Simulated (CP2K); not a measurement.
# ZrB2 (P6/mmm) in CP2K: a series of runs

The runs below take ZrB2 through band structure, with PBE.

All numbers are computed with CP2K 2026.2; they aren't measurements. Logs are shortened: lines on timing, memory, paths and dates and some standing lists are left out, and cuts for length are marked.

### Step 1. The crystal as given

Symmetry: P6/mmm, No. 191, hexagonal system. The conventional cell has a = 3.170 Å, b = 3.170 Å, c = 3.533 Å, α = 90.00°, β = 90.00°, γ = 120.00°. Around Zr (site symmetry 6/mmm) lie 12 B at 2.54 Å. Around B (site symmetry -6m2) lie 3 B at 1.83 Å.

### Step 2. Band structure, PBE

Contents of zrb2_bands.inp:

```
&GLOBAL
  PROJECT zrb2_bands
  RUN_TYPE ENERGY_FORCE
  PRINT_LEVEL LOW
&END GLOBAL
&FORCE_EVAL
  METHOD QS
  STRESS_TENSOR ANALYTICAL
  &DFT
    BASIS_SET_FILE_NAME BASIS_MOLOPT
    POTENTIAL_FILE_NAME GTH_POTENTIALS
    &MGRID
      CUTOFF 450
      REL_CUTOFF 60
      NGRIDS 4
    &END MGRID
    &QS
      METHOD GPW
      EPS_DEFAULT 1.0E-10
    &END QS
    &KPOINTS
      SCHEME MONKHORST-PACK 10 10 8
      GAMMA_CENTERED T
      SYMMETRY T
      SYMMETRY_BACKEND SPGLIB
    &END KPOINTS
    &SCF
      SCF_GUESS ATOMIC
      EPS_SCF 1.0E-6
      MAX_SCF 100
      ADDED_MOS 9
      CHOLESKY OFF
      EPS_EIGVAL 1.0E-7
      &DIAGONALIZATION ON
        ALGORITHM STANDARD
      &END DIAGONALIZATION
      &MIXING ON
        METHOD BROYDEN_MIXING
        ALPHA 0.4
        BETA 1.5
        NBUFFER 8
      &END MIXING
      &SMEAR ON
        METHOD FERMI_DIRAC
        ELECTRONIC_TEMPERATURE [K] 580.226
      &END SMEAR
    &END SCF
    &XC
      &XC_FUNCTIONAL PBE
      &END XC_FUNCTIONAL
    &END XC
    &PRINT
      &KPOINTS ON
      &END KPOINTS
      &MULLIKEN ON
      &END MULLIKEN
      &MO ON
        ENERGIES T
        OCCUPATION_NUMBERS T
        &EACH
          QS_SCF 0
        &END EACH
        ADD_LAST NUMERIC
      &END MO
      &BAND_STRUCTURE
        FILE_NAME bands.bs
        ADDED_MOS 2
        &KPOINT_SET
          UNITS B_VECTOR
          NPOINTS 8
          SPECIAL_POINT GAMMA 0.00000000 0.00000000 0.00000000
          SPECIAL_POINT M 0.50000000 0.00000000 0.00000000
          SPECIAL_POINT K 0.33333333 0.33333333 0.00000000
          SPECIAL_POINT GAMMA 0.00000000 0.00000000 0.00000000
          SPECIAL_POINT A 0.00000000 0.00000000 0.50000000
          SPECIAL_POINT L 0.50000000 0.00000000 0.50000000
          SPECIAL_POINT H 0.33333333 0.33333333 0.50000000
          SPECIAL_POINT A 0.00000000 0.00000000 0.50000000
        &END KPOINT_SET
        &KPOINT_SET
          UNITS B_VECTOR
          NPOINTS 8
          SPECIAL_POINT L 0.50000000 0.00000000 0.50000000
          SPECIAL_POINT M 0.50000000 0.00000000 0.00000000
        &END KPOINT_SET
        &KPOINT_SET
          UNITS B_VECTOR
          NPOINTS 8
          SPECIAL_POINT K 0.33333333 0.33333333 0.00000000
          SPECIAL_POINT H 0.33333333 0.33333333 0.50000000
        &END KPOINT_SET
      &END BAND_STRUCTURE
    &END PRINT
  &END DFT
  &SUBSYS
    &CELL
      ABC 3.1700000000 3.1700000000 3.5330000000
      ALPHA_BETA_GAMMA 90.0000000000 90.0000000000 120.0000000000
      PERIODIC XYZ
    &END CELL
    &COORD
      SCALED
      Zr  0.0000000000 0.0000000000 0.0000000000
      B   0.6666666667 0.3333333333 0.5000000000
      B   0.3333333333 0.6666666667 0.5000000000
    &END COORD
    &KIND Zr
      BASIS_SET SZV-MOLOPT-SR-GTH-q12
      POTENTIAL GTH-PBE-q12
    &END KIND
    &KIND B
      BASIS_SET SZV-MOLOPT-SR-GTH-q3
      POTENTIAL GTH-PBE-q3
    &END KIND
    &PRINT
      &ATOMIC_COORDINATES ON
      &END ATOMIC_COORDINATES
      &CELL ON
      &END CELL
    &END PRINT
  &END SUBSYS
  &PRINT
    &FORCES ON
    &END FORCES
    &STRESS_TENSOR ON
    &END STRESS_TENSOR
  &END PRINT
&END FORCE_EVAL
```

Potentials or basis: GTH_POTENTIALS Zr GTH-PBE-q12, B GTH-PBE-q3; SZV-MOLOPT-SR-GTH basis.

Command:

```console
$ OMP_NUM_THREADS=1 cp2k.psmp -i zrb2_bands.inp -o zrb2_bands.out
```

zrb2_bands.out:

```text

 CP2K| version string:                                       CP2K version 2026.2
 CP2K| Input file name                                            zrb2_bands.inp

 GLOBAL| Force Environment number                                              1
 GLOBAL| Basis set file name                                        BASIS_MOLOPT
 GLOBAL| Potential file name                                      GTH_POTENTIALS
 GLOBAL| MM Potential file name                                     MM_POTENTIAL
 GLOBAL| Coordinate file name                                      __STD_INPUT__
 GLOBAL| Method name                                                        CP2K
 GLOBAL| Project name                                                 zrb2_bands
 GLOBAL| Run type                                                   ENERGY_FORCE
 GLOBAL| FFT library                                                       FFTW3
[... 8 lines left out ...]
 GLOBAL| CPU model name                                                  UNKNOWN

 CELL| Volume [angstrom^3]:                                            30.746295
 CELL| Vector a [angstrom]:       3.170     0.000     0.000   |a| =     3.170000
 CELL| Vector b [angstrom]:      -1.585     2.745     0.000   |b| =     3.170000
 CELL| Vector c [angstrom]:       0.000     0.000     3.533   |c| =     3.533000
 CELL| Angle (b,c), alpha [degree]:                                    90.000000
 CELL| Angle (a,c), beta  [degree]:                                    90.000000
 CELL| Angle (a,b), gamma [degree]:                                   120.000000
 CELL| Numerically orthorhombic:                                              NO
 CELL| Periodicity                                                           XYZ

 CELL_REF| Volume [angstrom^3]:                                        30.746295
 CELL_REF| Vector a [angstrom     3.170     0.000     0.000   |a| =     3.170000
 CELL_REF| Vector b [angstrom    -1.585     2.745     0.000   |b| =     3.170000
 CELL_REF| Vector c [angstrom     0.000     0.000     3.533   |c| =     3.533000
 CELL_REF| Angle (b,c), alpha [degree]:                                90.000000
 CELL_REF| Angle (a,c), beta  [degree]:                                90.000000
 CELL_REF| Angle (a,b), gamma [degree]:                               120.000000
 CELL_REF| Numerically orthorhombic:                                          NO
 CELL_REF| Periodicity                                                       XYZ
[... 10 lines left out ...]

  Total number of            - Atomic kinds:                                   2
                             - Atoms:                                          3
                             - Shell sets:                                     3
                             - Shells:                                         8
                             - Primitive Cartesian functions:                 15
                             - Cartesian basis functions:                     19
                             - Spherical basis functions:                     18

  Maximum angular momentum of- Orbital basis functions:                        2
                             - Local part of the GTH pseudopotential:          2
                             - Non-local part of the GTH pseudopotential:      4

 MODULE QUICKSTEP: ATOMIC COORDINATES IN ANGSTROM

   Atom Kind Element         X             Y             Z       Z(eff)     Mass
      1    1 Zr   40      0.000000      0.000000      0.000000  12.0000  91.2240
      2    2 B     5      1.585000      0.915100      1.766500   3.0000  10.8110
      3    2 B     5     -0.000000      1.830200      1.766500   3.0000  10.8110

 SCF PARAMETERS         Density guess:                                    ATOMIC
[... 9 lines left out ...]
                        --------------------------------------------------------
                        level_shift [a.u.]:                             0.000000
                        added MOs                                         9    0
                        --------------------------------------------------------
                        Mixing method:                            BROYDEN_MIXING
[... 11 lines left out ...]
 *******************************************************************************
 BRILLOUIN| K-point scheme                                        Monkhorst-Pack
 BRILLOUIN| K-Point grid                                            10   10    8
 BRILLOUIN| Gamma-centered k-point mesh                                     ON
 BRILLOUIN| K-point symmetry accuracy                               0.100000E-05
 BRILLOUIN| K-Point point group symmetrization                                ON
 BRILLOUIN| Symmetry backend                                             SPGLIB
 BRILLOUIN| Symmetry reduction method                                    SPGLIB
 BRILLOUIN| Wavefunction type                                            COMPLEX
 BRILLOUIN| List of Kpoints [2 Pi/Bohr]                                       70
 BRILLOUIN| Number           Weight            X              Y              Z
 BRILLOUIN|     1           0.01500       -0.40000       -0.40000       -0.37500
 BRILLOUIN|     2           0.01500       -0.40000       -0.40000       -0.25000
 BRILLOUIN|     3           0.01500       -0.40000       -0.40000       -0.12500
 BRILLOUIN|     4           0.00750       -0.40000       -0.40000        0.00000
 BRILLOUIN|     5           0.00750       -0.40000       -0.40000        0.50000
 BRILLOUIN|     6           0.01500       -0.40000       -0.30000       -0.37500
[... 32 lines left out ...]
 BRILLOUIN|    39           0.00750       -0.30000        0.00000        0.00000
 BRILLOUIN|    40           0.00750       -0.30000        0.00000        0.50000
 [... further k-points ...]
 *******************************************************************************

 Extrapolation method: initial_guess

 Number of electrons:                                                         18
 Number of occupied orbitals:                                                  9
 Number of molecular orbitals:                                                18

 Number of orbital functions:                                                 18
 Number of independent orbital functions:                                     18

 SCF WAVEFUNCTION OPTIMIZATION

  Step     Update method      Time    Convergence         Total energy    Change
  ------------------------------------------------------------------------------
     1 NoMix/Diag. 0.40E+00    1.9     1.65530588       -53.2903747747 -5.33E+01
     2 Broy./Diag. 0.40E+00    2.2     0.01556817       -52.7806630979  5.10E-01
     3 Broy./Diag. 0.40E+00    2.1     0.03203366       -52.8199322854 -3.93E-02
     4 Broy./Diag. 0.40E+00    2.1     0.00389036       -52.7717986712  4.81E-02
     5 Broy./Diag. 0.40E+00    2.0     0.00198961       -52.7951194548 -2.33E-02
     6 Broy./Diag. 0.40E+00    2.0     0.00066224       -52.8002320525 -5.11E-03
     7 Broy./Diag. 0.40E+00    2.0     0.00019094       -52.8016195450 -1.39E-03
     8 Broy./Diag. 0.40E+00    2.1     0.00011791       -52.7999231874  1.70E-03
     9 Broy./Diag. 0.40E+00    2.0     0.00001629       -52.7997021053  2.21E-04
    10 Broy./Diag. 0.40E+00    2.0     0.00001860       -52.7993533884  3.49E-04
    11 Broy./Diag. 0.40E+00    2.0     0.00000208       -52.7993372489  1.61E-05
    12 Broy./Diag. 0.40E+00    2.0     0.00000030       -52.7993264166  1.08E-05

  *** SCF run converged in    12 steps ***

  Electronic density on regular grids:        -17.9999999984        0.0000000016
  Core density on regular grids:               17.9999999979       -0.0000000021
  Total charge density on r-space grids:       -0.0000000006
  Total charge density g-space grids:          -0.0000000006

  Overlap energy of the core charge distribution:               0.00000004153516
  Self energy of the core charge distribution:                -98.54792055342931
  Core Hamiltonian energy:                                     24.14379520747552
  Hartree energy:                                              29.94031691759822
  Exchange-correlation energy:                                 -8.33538865049297
  Electronic entropic energy:                                  -0.00012937928241
  Fermi energy:                                                 0.50038368588061

  Total energy:                                               -52.79932641656343
  Total energy (extrapolated to T->0):                        -52.79926172692223

 MO| EIGENVALUES AND OCCUPATION NUMBERS FOR K POINT 1
 MO|
 MO|  Index      Eigenvalue [a.u.]        Eigenvalue [eV]             Occupation
 MO|      1              -1.308668             -35.610666               2.000000
 MO|      2              -0.508097             -13.826012               2.000000
 MO|      3              -0.501769             -13.653839               2.000000
 MO|      4              -0.493090             -13.417661               2.000000
 MO|      5               0.141294               3.844802               2.000000
 MO|      6               0.198680               5.406363               2.000000
[... 334 lines left out ...]
 MO|     17               1.081063              29.417228               0.000000
 MO|     18               1.112937              30.284561               0.000000
 MO| Sum:                                                              18.000000
 MO| E(Fermi):            0.500384 a.u.         13.616133 eV

 [... the levels of further k-points ...]

 !-----------------------------------------------------------------------------!
                     Mulliken Population Analysis

 #  Atom  Element  Kind  Atomic population                           Net charge
       1     Zr       1         11.398383                              0.601617
       2     B        2          3.300808                             -0.300808
       3     B        2          3.300809                             -0.300809
 # Total charge                             18.000000                 -0.000000

 !-----------------------------------------------------------------------------!

 KPOINTS| Band Structure Calculation
 KPOINTS| Number of k-point sets                                               3
 KPOINTS| Number of added MOs/bands                                            2
 KPOINTS| Number of k-points in set    1                                      57
 KPOINTS| In units of b-vector [2pi/Bohr]
 KPOINTS| Special point     1       GAMMA     0.000000     0.000000     0.000000
 KPOINTS| Special point     2           M     0.500000     0.000000     0.000000
 KPOINTS| Special point     3           K     0.333333     0.333333     0.000000
 KPOINTS| Special point     4       GAMMA     0.000000     0.000000     0.000000
 KPOINTS| Special point     5           A     0.000000     0.000000     0.500000
 KPOINTS| Special point     6           L     0.500000     0.000000     0.500000
 KPOINTS| Special point     7           H     0.333333     0.333333     0.500000
 KPOINTS| Special point     8           A     0.000000     0.000000     0.500000
 KPOINTS| Number of k-points in set    2                                       9
 KPOINTS| In units of b-vector [2pi/Bohr]
 KPOINTS| Special point     1           L     0.500000     0.000000     0.500000
 KPOINTS| Special point     2           M     0.500000     0.000000     0.000000
 KPOINTS| Number of k-points in set    3                                       9
 KPOINTS| In units of b-vector [2pi/Bohr]
 KPOINTS| Special point     1           K     0.333333     0.333333     0.000000
 KPOINTS| Special point     2           H     0.333333     0.333333     0.500000

 ENERGY| Total FORCE_EVAL ( QS ) energy [hartree]            -52.799324867510016

 FORCES| Atomic forces [hartree/bohr]
 FORCES|   Atom     x               y               z               |f|
 FORCES|      1  7.49019542E-09 -2.36091840E-08  4.41463372E-15   2.47688634E-08
 FORCES|      2 -1.60718609E-08  5.46362491E-08 -2.93421005E-16   5.69510705E-08
 FORCES|      3  8.58179843E-09 -3.10270212E-08  3.05230694E-16   3.21919759E-08
 FORCES| Sum     1.32926946E-13  4.39381217E-14  4.42644341E-15
 FORCES| Total atomic force                                       1.40070428E-13

 STRESS| Analytical stress tensor [bar]
 STRESS|                        x                   y                   z
 STRESS|      x       -5.79459165040E+04   1.13938550400E-01  -1.03218036460E-09
 STRESS|      y        1.13938550400E-01  -5.79473079707E+04   5.02964945574E-10
 STRESS|      z       -1.03218036460E-09   5.02964945574E-10   4.08327986931E+02
 STRESS| 1/3 Trace                                            -3.84949654959E+04
 STRESS| Determinant                                           1.37108774442E+12

 STRESS| Eigenvectors and eigenvalues of the analytical stress tensor [bar]
 STRESS|                        1                   2                   3
 STRESS| Eigenvalues  -5.79473172387E+04  -5.79459072360E+04   4.08327986931E+02
 STRESS|      x          -0.081074217777      0.996708067195     -0.000000000000
 STRESS|      y           0.996708067195      0.081074217777      0.000000000000
 STRESS|      z          -0.000000000000      0.000000000000      1.000000000000
```

It took 30 s on 1 thread of Arm Neoverse V1, shared host; peak memory 0.22 GiB.

Results:

- Free energy: -1436.7427 eV
- Pressure: -3.8 GPa
- Band gap on the k mesh: none (metal or under the smearing width)
- Mulliken charges: Zr +0.60; B -0.30 e

Levels at the corners of the path, in eV from the Fermi level:
```
point  band 7  band 8  band 9  band 10  band 11  band 12
    Γ   -2.91   -2.73   -2.18     3.29     3.29     4.06
    M   -4.30   -3.14   -2.86     2.41     3.63     4.74
    K   -7.33   -2.65   -2.65     1.94     1.94     3.40
    Γ   -2.91   -2.73   -2.18     3.29     3.29     4.06
    A   -0.80   -0.80    0.44     0.44     0.65     0.65
    L   -5.00   -4.69   -1.24     3.62     5.09     6.51
    H   -5.12   -2.66   -2.66     3.92     6.41     6.41
    A   -0.80   -0.80    0.44     0.44     0.65     0.65
    L   -5.00   -4.69   -1.24     3.62     5.09     6.51
    M   -4.30   -3.14   -2.86     2.41     3.63     4.74
    K   -7.33   -2.65   -2.65     1.94     1.94     3.40
    H   -5.12   -2.66   -2.66     3.92     6.41     6.41
```

Caveat: a minimal basis gives rough bond lengths, pressures and levels; Mulliken charges move with the basis; the basis of atomic orbitals isn't converged, which shifts pressures, moduli and gaps.

### Step 3. Band structure, PBE

zrb2_bands.inp: that of step 2 with these lines changed.

```diff
@@ -30,3 +30,3 @@
       MAX_SCF 100
-      ADDED_MOS 9
+      ADDED_MOS 15
       CHOLESKY OFF
@@ -107,3 +107,3 @@
     &KIND Zr
-      BASIS_SET SZV-MOLOPT-SR-GTH-q12
+      BASIS_SET DZVP-MOLOPT-SR-GTH-q12
       POTENTIAL GTH-PBE-q12
@@ -111,3 +111,3 @@
     &KIND B
-      BASIS_SET SZV-MOLOPT-SR-GTH-q3
+      BASIS_SET DZVP-MOLOPT-SR-GTH-q3
       POTENTIAL GTH-PBE-q3
```

Potentials or basis: GTH_POTENTIALS Zr GTH-PBE-q12, B GTH-PBE-q3; DZVP-MOLOPT-SR-GTH basis.

Command:

```console
$ OMP_NUM_THREADS=1 cp2k.psmp -i zrb2_bands.inp -o zrb2_bands.out
```

It took 1.9 min on 1 thread of Arm Neoverse V1, shared host; peak memory 0.32 GiB.

The run converged. Its results:

- Free energy: -1439.4556 eV
- Pressure: 0.5 GPa
- Band gap on the k mesh: none (metal or under the smearing width)
- Mulliken charges: Zr +0.50; B -0.25 e

Stress tensor (GPa, compression positive):
```
0.17 0.00 0.00
0.00 0.17 0.00
0.00 0.00 1.11
```

Levels at the corners of the path, in eV from the Fermi level:
| point | band 5 | band 6 | band 7 | band 8 | band 9 | band 10 | band 11 | band 12 | band 13 | band 14 |
| --- | --- | --- | --- | --- | --- | --- | --- | --- | --- | --- |
| Γ | -12.66 | -2.57 | -2.57 | -2.51 | -2.29 | 3.49 | 3.49 | 4.27 | 4.27 | 5.23 |
| M | -8.89 | -8.44 | -3.84 | -3.00 | -2.61 | 2.31 | 2.39 | 5.00 | 5.14 | 6.85 |
| K | -7.71 | -7.71 | -6.84 | -2.39 | -2.39 | 1.66 | 1.66 | 3.30 | 8.59 | 8.59 |
| Γ | -12.66 | -2.57 | -2.57 | -2.51 | -2.29 | 3.49 | 3.49 | 4.27 | 4.27 | 5.23 |
| A | -10.64 | -6.90 | -0.91 | -0.91 | 0.39 | 0.39 | 0.88 | 0.88 | 1.93 | 5.18 |
| L | -9.86 | -6.93 | -4.55 | -4.06 | -1.95 | 3.82 | 4.34 | 5.37 | 6.34 | 6.54 |
| H | -8.68 | -8.68 | -4.87 | -2.62 | -2.62 | 4.16 | 6.11 | 6.11 | 6.67 | 6.67 |
| A | -10.64 | -6.90 | -0.91 | -0.91 | 0.39 | 0.39 | 0.88 | 0.88 | 1.93 | 5.18 |
| L | -9.86 | -6.93 | -4.55 | -4.06 | -1.95 | 3.82 | 4.34 | 5.37 | 6.34 | 6.54 |
| M | -8.89 | -8.44 | -3.84 | -3.00 | -2.61 | 2.31 | 2.39 | 5.00 | 5.14 | 6.85 |
| K | -7.71 | -7.71 | -6.84 | -2.39 | -2.39 | 1.66 | 1.66 | 3.30 | 8.59 | 8.59 |
| H | -8.68 | -8.68 | -4.87 | -2.62 | -2.62 | 4.16 | 6.11 | 6.11 | 6.67 | 6.67 |

Caveat: Mulliken charges move with the basis; the basis of atomic orbitals isn't converged, which shifts pressures, moduli and gaps.

[end of part 1 of 2]
